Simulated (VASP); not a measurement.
**CaO (Lime): relaxation of cell and atoms with RPBE**

CaO (Lime):

```
CELL_PARAMETERS angstrom
0.00000 2.40650 2.40650
2.40650 0.00000 2.40650
2.40650 2.40650 0.00000
ATOMIC_POSITIONS crystal
Ca 0.00000 0.00000 0.00000
O 0.50000 0.50000 0.50000
```

* Program: VASP 6.6.1
* Task: relaxation of cell and atoms
* Functional: RPBE
* Potentials or basis: VASP PAW PBE potentials, release 64 (Ca_sv, O)
* Cutoff: 600 eV
* k mesh: 10 × 10 × 10
* Occupations: gaussian, width 0.03 eV
* Spin: no spin polarisation
* Further INCAR settings: ALGO = Normal; EDIFF = 1e-06; IBRION = 2; EDIFFG = -0.01; NSW = 90; ISIF = 3

The relaxed volume is 14.67 Å³/atom and the relaxed cell is a = 3.462 Å, b = 3.462 Å, c = 3.462 Å, α = 60.00°, β = 60.00°, γ = 60.00°. The space group after relaxing (to 0.05 Å) is Fm-3m (No. 225). The energy gained by relaxing is 11.9 meV/atom and the ionic steps are 3. The pressure after relaxing is 0.0 GPa. The band gap on the k mesh is 3.75 eV, indirect (least direct gap 4.13 eV).

Step by step:
```tsv
step	energy change (eV)	largest force (eV/Å)	pressure (GPa)	volume (Å³)
1	0.0000	0.0000	5.43	27.87
2	-0.0216	0.0000	-1.48	29.82
3	-0.0238	0.0000	0.01	29.34
```

Final structure:
```
Ca O
1.0
     0.00000    2.44802    2.44802
     2.44802    0.00000    2.44802
     2.44802    2.44802    0.00000
Ca O
1 1
Direct
  0.00000 0.00000 0.00000
  0.50000 0.50000 0.50000
```

Levels at points of the mesh, in eV from the valence-band top:
| k point | band 6 | band 7 | band 8 | band 9 | band 10 | band 11 |
| --- | --- | --- | --- | --- | --- | --- |
| (0.00, 0.00, 0.00) | 0.00 | 0.00 | 0.00 | 4.43 | 6.15 | 6.15 |
| (0.50, 0.00, 0.00) | -2.47 | -1.09 | -1.09 | 6.85 | 8.08 | 8.08 |
| (0.50, 0.50, 0.00) | -1.30 | -0.38 | -0.38 | 3.75 | 7.67 | 8.57 |

It took 22 s on 1 thread of Intel(R) Xeon(R) 6975P-C (Granite Rapids), on a shared host, peak memory 0.17 GiB.

Caveat: the PAW data sets were made with another functional, which shifts forces and pressure a little. A k mesh can miss the band edges.
